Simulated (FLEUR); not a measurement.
Crystal: MnO2.

```xyz
6
Lattice="2.8550 0.0000 0.0000 -1.4275 2.4725 0.0000 0.0000 0.0000 10.2217" Properties=species:S:1:pos:R:3 pbc="T T T"
Mn    0.0000    0.0000    5.1109
Mn    0.0000    0.0000    0.0000
O     1.4275    0.8242    4.1588
O     1.4275    0.8242    0.9521
O     0.0000    1.6483    6.0630
O     0.0000    1.6483    9.2697
```

Measurements of this composition are mostly on another form, of space group No. 136.

Base run:

| Property | Result |
| --- | --- |
| Program | FLEUR MaX-R8.1 (later development tree) |
| Functional | r2SCAN |
| Potentials or basis | all-electron |
| Basis | FLAPW |
| Kmax | 5.19 1/bohr |
| k mesh | 11 × 11 × 3 |
| Occupations | fermi-dirac, width 0.05 eV |
| Spin | collinear spin, ferromagnetic start |
| Starting moments | [4.0, 4.0, 0.0, 0.0, 0.0, 0.0] μB |

Its results: band gap on the k mesh 2.02 eV, indirect (least direct gap 2.09 eV); net moment 6.00 μB per cell; site moments Mn +2.79; O +0.01 μB.

Q: The run is repeated on the same cell with these changes: functional from r2SCAN to LDA. What comes out?

A: Band gap on the k mesh 0.51 eV, indirect (least direct gap 0.54 eV); net moment 6.00 μB per cell; site moments Mn +2.66; O +0.05 μB.

r2SCAN gives the wider gap, since meta-GGAs in the generalised Kohn-Sham scheme recover part of the derivative discontinuity.

Caveats: only a ferromagnetic start was run, and an antiferromagnetic order may lie lower in energy; the meta-GGA is that of a development version, with a GGA for the radial functions and cores and without core tails (some runs).

Not every run made on this cell is shown here.
